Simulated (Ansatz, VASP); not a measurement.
## One calculation of BN, two programs

The input INCAR:

```
SYSTEM = BN
PREC = Accurate ; ENCUT = 520
EDIFF = 1E-7 ; ISMEAR = 0
SIGMA = 0.05 ; LREAL = .False.
LASPH = .True. ; NELM = 100
ALGO = Normal ; ISIF = 2
LWAVE = .False. ; LCHARG = .False.
GGA = PE ; NBANDS = 16
```

KPOINTS

```
regular mesh
0
Gamma
  12 12 4
  0 0 0
```

Contents of POSCAR:

```
BN
1.0
    2.5290316213      0.0000000000      0.0000000000
   -1.2645158107      2.1468352225      0.0000000000
    0.0000000000      0.0000000000      6.6612000000
B N
2 2
Direct
    0.3333333333      0.6666666667      0.2500000000
    0.6666666667      0.3333333333      0.7500000000
    0.3333333333      0.6666666667      0.7500000000
    0.6666666667      0.3333333333      0.2500000000
```

Input for Ansatz:

```yaml
crystal:
  lattice:
    - [2.5290316213, 0.0, 0.0]
    - [-1.2645158107, 2.1468352225, 0.0]
    - [0.0, 0.0, 6.6612]
  atoms:
    - { symbol: B, position: [0.3333333333, 0.6666666667, 0.25] }
    - { symbol: B, position: [0.6666666667, 0.3333333333, 0.75] }
    - { symbol: "N", position: [0.3333333333, 0.6666666667, 0.75] }
    - { symbol: "N", position: [0.6666666667, 0.3333333333, 0.25] }
basis:
  ecutwfc: 420
kpoints:
  mp_grid: { grid: [12, 12, 4] }
hamiltonian:
  xc: pbe
scf:
  occupations: { method: gaussian, width: 0.05 }
output:
  forces: true
  stress: true
  eigenvalues: true
  write_density: true
  write_potential: true
  elf: true
  volumetric_format: npy
```

Change from the starting cell: strain +0.0100 x Voigt [1, -1, 0, 0, 0, 0], atoms carried along.

Alike in both runs: task single point; functional PBE; k mesh 12 × 12 × 4; occupations gaussian, width 0.05 eV; no spin polarisation.

|  | VASP | Ansatz |
| --- | --- | --- |
| version | VASP 6.6.1 | Ansatz 0.2.0 |
| potentials or method | VASP PAW PBE potentials, release 64 (B, N) | scalar-relativistic, plane waves, PAW |
| plane-wave cutoff (eV) | 520 | 420 |
| valence electrons in the cell | 16 | 16 |

|  | VASP | Ansatz | Ansatz less VASP |
| --- | --- | --- | --- |
| gap on the k mesh at the Fermi level (eV) | 4.22 | 4.23 | +0.007 |
| least direct gap on the mesh (eV) | 4.65 | 4.65 | +0.003 |
| pressure (GPa) | 3.5 | 3.4 | -0.07 |
| largest component of the traceless stress (GPa) | 7.91 | 7.79 | -0.123 |
| rms of the force components (eV/Å) | 0.153 | 0.153 | 0.0000 |

Atom by atom the forces differ by 0.000 eV/Å (rms over components).

Caveats: this functional lacks dispersion, which binds the layers, so the pressure and a relaxed spacing across them are unreliable. A k mesh can miss the band edges.
